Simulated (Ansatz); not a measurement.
**WSe2: a single-point run**

Aim: a sound single-point run of WSe2. The structure is shown as the input types it. The cell is built on a prototype (CdI2 type) and needn't be the phase found in nature.

Method: density functional or hybrid calculation with the settings of its input, plane waves (as first typed), in Ansatz 0.2.0.

2 further runs of the same task are left out: 2 for a known fault of the program.

### Step 1. The structure to begin with

It takes space group P-3m1 (No. 164, trigonal). The conventional cell has a = 3.315 Å, b = 3.315 Å, c = 6.519 Å, α = 90.00°, β = 90.00°, γ = 120.00°. W (site symmetry -3m) is surrounded by 6 Se at 2.54 Å. Se (site symmetry 3m) has 3 W at 2.54 Å as nearest neighbours.

Coordinates:

```cif
data_structure
_symmetry_space_group_name_H-M 'P 1'
_symmetry_Int_Tables_number 1
_cell_length_a 3.3153
_cell_length_b 3.3153
_cell_length_c 6.5192
_cell_angle_alpha 90.000
_cell_angle_beta 90.000
_cell_angle_gamma 120.000
_cell_volume 62.06
loop_
_atom_site_label
_atom_site_type_symbol
_atom_site_fract_x
_atom_site_fract_y
_atom_site_fract_z
_atom_site_occupancy
W1 W 0.00000 0.00000 0.00000 1
Se1 Se 0.33333 0.66667 0.25717 1
Se2 Se 0.66667 0.33333 0.74283 1
```

### Step 2. Input and run

input.yaml reads:

```yaml
crystal:
  lattice:
    - [3.3153441817, 0.0, 0.0]
    - [-1.6576720909, 2.8711722836, 0.0]
    - [0.0, 0.0, 6.5191987047]
  atoms:
    - { symbol: W, position: [0.0, 0.0, 0.0] }
    - { symbol: Se, position: [0.3333333333, 0.6666666667, 0.2571683813] }
    - { symbol: Se, position: [0.6666666667, 0.3333333333, 0.7428316187] }
kpoints:
  mp_grid: { grid: [6, 6, 4] }
hamiltonian:
  xc: pbesol
scf:
  occupations: { method: fermi_dirac, width: 0.02 }
  n_extra_bands: 4
  max_iter: 5
output:
  forces: true
  stress: true
  eigenvalues: true
```

The run is started by

```bash
$ ansatz run input.yaml --threads 4 --pin off --max-ram 3686MiB --backend cpu --events-out ev --progress --plain --runs-dir out
```

Output:

```text
Warning: RAYON_NUM_THREADS=4 ignored (pool sized by the plan → 4); use --threads N
scf.n_extra_bands = 4 over 23 filled bands (N_el = 46.0): the run solves 27 bands
Engine: ansatz 0.2.0, x86_64-unknown-linux-gnu
Pseudopotentials: kind: paw
Pseudopotential: W, paw, valence charge 14, recommended cutoff 420 eV (normal), W.paw.azcp
Pseudopotential: Se, paw, valence charge 16, recommended cutoff 420 eV (normal), Se.paw.azcp
Functional definition: PBEsol
  exchange = pbesol_x
  correlation = pbesol_c
Crystal: 3 atoms, lattice volume = 62.056 Å³
Basis set: ecut = 420 eV, 1257 PW (Γ), exchange–correlation on 48×48×90 points (8 copies of the dense FFT grid, shifted against one another)
Bands: 27, of which v1, the nominal top of the filled ones, is band 23 counted from 1 (22 counted from 0)
Symmetry: 12 space group operations
Space group: P-3m1 (ITA 164), of the structure as read, at distance tolerance 4.0e-5 Å
k-points: 24 of 144
Non-local potential: W, projectors of the file, l = 0: 3, l = 1: 2, l = 2: 2, l = 3: 1
Non-local potential: Se, projectors of the file, l = 0: 2, l = 1: 2, l = 2: 3, l = 3: 1
PAW form: soft (Blöchl's): semilocal exchange-correlation on the pseudo side does not see the compensation charge
PAW frozen core: W, regenerated for the run's functional, and the local potential with it (the file was generated under x = pbe(κ = 0.804, μ = 0.2195149727645171), c = pbe(β = 0.06672455060314922))
PAW frozen core: Se, regenerated for the run's functional, and the local potential with it (the file was generated under x = pbe(κ = 0.804, μ = 0.2195149727645171), c = pbe(β = 0.06672455060314922))
PAW one-centre angular grid: W, 590 points (default); XC on 64 Gauss nodes
PAW one-centre angular grid: Se, 590 points (default); XC on 64 Gauss nodes
Initial density: superposition of atomic densities (neutral atoms: chi_scale 0, normalization atom), corrected by the library's trained network
Initial wavefunctions: pseudopotential atomic-orbital guess
Functional: x = pbesol(κ = 0.804, μ = 0.12345679012345678), c = pbesol(β = 0.046)
SCF iter   1: F=—  HF=-21105.984978 eV  |F-HF|=—  |Δ(HF+E_count)|=         —  Δρ=3.83e-3  dr2=6.90e-3  ethr=1.77e-3  ⟨swp⟩=6.2  Hψ=2622  notcnv=0
preconditioner: auto → LDOS  [insulator: Δε(μ)=0.070 eV  Ē_g=8.124 eV  σ=0.020 eV  W_gap=0.61  n_scr=22 (ndim 8)  ℏωp=20.0 eV  f_vac=0.047  D(μ)=1.40/eV (n_scr^D=4)  ε∞_Penn≈7.1  β→1.0]
SCF iter   2: F=—  HF=-21105.985106 eV  |F-HF|=—  |Δ(HF+E_count)|=   1.28e-4  Δρ=1.41e-3  dr2=1.93e-3  ethr=1.50e-5  ⟨swp⟩=2.0  Hψ=1461  notcnv=0  defer=1
SCF iter   3: F=—  HF=-21105.984302 eV  |F-HF|=—  |Δ(HF+E_count)|=   8.05e-4  Δρ=4.45e-4  dr2=2.78e-4  ethr=4.20e-6  ⟨swp⟩=2.8  Hψ=3605  notcnv=0
SCF iter   4: F=—  HF=-21105.984250 eV  |F-HF|=—  |Δ(HF+E_count)|=   5.13e-5  Δρ=1.06e-4  dr2=9.31e-6  ethr=6.04e-7  ⟨swp⟩=2.0  Hψ=2496  notcnv=0
SCF iter   5: F=—  HF=-21105.984244 eV  |F-HF|=—  |Δ(HF+E_count)|=   6.03e-6  Δρ=2.49e-5  dr2=6.20e-7  ethr=2.02e-8  ⟨swp⟩=1.0  Hψ=1930  notcnv=0
Error: did not converge after 5 iterations: dr2 = 6.20e-7 (threshold 1.00e-7), under the density mixer `msr1`, which `scf.mixing.algorithm: auto` chose by the deck's other keys (type `scf.mixing.algorithm: msr1` to keep it); raise `scf.max_iter`, which need not help a stalled SCF, or adjust the mixing (`scf.mixing`) or, under a smearing, its width (`scf.occupations.width`, in either direction: another width is another result); this SCF holds its density and magnetisation to the symmetry operations that it keeps, and cannot end on a state that breaks one of them: if the state sought breaks one, re-run with `crystal.symmetry.detect: false`, without `crystal.symmetry.time_reversal: true`, on a non-collinear deck whose state breaks time reversal, with `crystal.symmetry.time_reversal: false` beside it (there exact exchange or a DFT+U term alone can polarise the run; a magnetic state wants starting moments), where the deck allows it (that run may end on another state, and need not converge either); this run sums exchange and correlation on more points than the dense box has (`basis.xc_grid`), where a deck that converges on the dense box may not converge: try another level (where the key is left out runs that use forces, runs that use the stress, dielectric runs by a finite field, finite-displacement phonons, runs of phonons.displacement_patterns under a GGA or a meta-GGA, phonons by method: dfpt, dielectric runs by the response, runs on support functions, runs on PAW files under a meta-GGA or a hybrid on one, runs at kind: all_electron or under a hybrid on a GGA, runs under a text's formulas of a gradient, and runs on PAW files that evaluate rPW86 or Becke's exchange or LYP's correlation can take a finer level, which can go by the root key accuracy; a number is taken as typed), or, where it is served, `1`, the dense box, on which forces and the stress change with where the atoms sit on the grid; a lower level also moves a field's Born charges, by the response (dielectric, § Limitations, in the input reference) or by a finite field; under a meta-GGA, try another mixer (`scf.mixing.algorithm: anderson` or `broyden`); mind that the stability of the state on which such a run converges can go unchecked at the default of `scf.lower_state_search`; see `basis.xc_grid`, Limitations — the other mixer that `auto` picks from is left to try (`scf.mixing.algorithm: broyden`); it can need more iterations, either can converge an SCF that the other leaves open, and the two can end on different states; the input reference at `scf.mixing.algorithm` says more, and from which start to try it
```

Run time: 2.4 s. Hardware: 4 threads of an x86-64 CPU, shared host; peak memory 0.36 GiB.

Residual by cycle. The quantity is the density residual dr2, in eV.

```
cycle  residual
    1    0.0069
    2   0.00193
    3    2.8e-4
    4    9.3e-6
    5    6.2e-7
```

### Step 3. What went wrong

No self-consistency after 5 cycles. The density residual dr2 fell from 0.0069 to 6.2e-7 eV (threshold 1.0e-7) and was still falling. Nothing that it prints is a result.

Look at the input: scf.max_iter is 5. The run was allowed too few self-consistency cycles to reach its threshold.

Remedy: delete scf.max_iter (the default then holds).

### Step 4. Second try

Other changes include output requests.

Changes to input.yaml since step 2:

```diff
@@ -16,3 +16,2 @@
   n_extra_bands: 4
-  max_iter: 5
 output:
@@ -21 +20,5 @@
   eigenvalues: true
+  write_density: true
+  write_potential: true
+  elf: true
+  volumetric_format: npy
```

The run is started by

```bash
$ ansatz run input.yaml --threads 4 --pin off --max-ram 3686MiB --backend cpu --events-out ev --progress --plain --runs-dir out
```

The main lines of its log:

```text
[...]
Basis set: ecut = 420 eV, 1257 PW (Γ), exchange–correlation on 48×48×90 points (8 copies of the dense FFT grid, shifted against one another)
[...]
k-points: 24 of 144
[...]
SCF iter   1: F=—  HF=-21105.984978 eV  |F-HF|=—  |Δ(HF+E_count)|=         —  Δρ=3.83e-3  dr2=6.90e-3  ethr=1.77e-3  ⟨swp⟩=6.2  Hψ=2622  notcnv=0
preconditioner: auto → LDOS  [insulator: Δε(μ)=0.070 eV  Ē_g=8.124 eV  σ=0.020 eV  W_gap=0.61  n_scr=22 (ndim 8)  ℏωp=20.0 eV  f_vac=0.047  D(μ)=1.40/eV (n_scr^D=4)  ε∞_Penn≈7.1  β→1.0]
SCF iter   2: F=—  HF=-21105.985106 eV  |F-HF|=—  |Δ(HF+E_count)|=   1.28e-4  Δρ=1.41e-3  dr2=1.93e-3  ethr=1.50e-5  ⟨swp⟩=2.0  Hψ=1461  notcnv=0  defer=1
[...]
SCF iter   5: F=—  HF=-21105.984244 eV  |F-HF|=—  |Δ(HF+E_count)|=   4.38e-6  Δρ=2.49e-5  dr2=6.13e-7  ethr=2.06e-8  ⟨swp⟩=2.0  Hψ=1176  notcnv=0  defer=1
SCF iter   6: F=-21105.984244 eV  HF=-21105.984244 eV  |F-HF|=4.77e-9  |Δ(HF+E_count)|=   4.59e-8  Δρ=5.77e-6  dr2=2.44e-8  ethr=2.17e-10  ⟨swp⟩=10.3  Hψ=4963  notcnv=0
[...]
SCF converged after 6 iterations
Free energy (F): -21105.984244 eV
[...]
E sigma→0 (E₀):  -21105.983335 eV
[...]
Fermi energy:    12.952159 eV
[...]
  P = ⅓ Tr σ = -1.5809 GPa (-15.809 kbar)
[...]
```

Wall time 4.1 s (4 threads of an x86-64 CPU, shared host); peak memory 0.41 GiB.

Both runs on one scale. The quantity is the density residual dr2, in eV.

```
cycle  first try  second try
    1     0.0069      0.0069
    2    0.00193     0.00193
    3     2.8e-4      2.8e-4
    4     9.3e-6      9.4e-6
    5     6.2e-7      6.1e-7
    6          -      2.4e-8
```

Density in a lattice plane of the grid's cell (edges 3.32 and 6.52 Å, at 0.000 of the third edge), which holds W.

Ten even steps from ' ' (0.02 e/Å³) to '@' (5.07 e/Å³):
```
@@@@**::          ::**@@
**++::..          ..::++
....                  ..
                        
            ..          
                        
                        
                        
                        
                        
                        
                        
                        
                        
            ..          
                        
....                  ..
**++::..          ..::++
@@@@**::          ::**@@
##@@%%--          --%%@@
```
Columns run along the first of these edges and rows up along the second, over one cell in 12 and 20 even steps from the bottom left corner. Atoms in the plane (fractional): W at (0.00, 0.00).

ELF in the same plane.

Values, 12 rows by 6 columns:
```
0.68 0.54 0.25 0.45 0.25 0.54
0.24 0.27 0.57 0.64 0.57 0.27
0.19 0.36 0.66 0.71 0.66 0.36
0.07 0.21 0.63 0.74 0.63 0.21
0.02 0.07 0.33 0.49 0.33 0.07
0.01 0.02 0.05 0.07 0.05 0.02
0.02 0.07 0.33 0.49 0.33 0.07
0.07 0.21 0.63 0.74 0.63 0.21
0.19 0.36 0.66 0.71 0.66 0.36
0.24 0.27 0.57 0.64 0.57 0.27
0.68 0.54 0.25 0.45 0.25 0.54
0.00 0.70 0.21 0.35 0.21 0.70
```
Columns run along the first of these edges and rows up along the second, over one cell in 6 and 12 even steps from the bottom left corner. Atoms in the plane (fractional): W at (0.00, 0.00).

Both are smooth fields of the valence electrons: close to the nuclei they are not physical.

The highest ELF values outside the cores: 0.89 beside Se, off the lines to its neighbours, 0.9 Å from Se; 0.78 in the shell around Se, 0.8 Å from Se.

### Step 5. Results

| quantity | value |
| --- | --- |
| first try | not converged, 5 SCF cycles |
| cause | too low a cap on iterations |
| second try | converged, 6 SCF cycles |
| energy (zero set by the potentials) | -21105.9842 eV |
| pressure | -1.58 GPa |
| gap on the mesh | none (metal on this mesh) |
| largest force | 0.052 eV/Å |

What this shows: The mended input goes through in 6 SCF cycles. The largest force in the second run is 0.052 eV/Å, so the atoms are not at their relaxed places. The reference leaves spin out although W can carry a moment, so its state need not be the lowest.
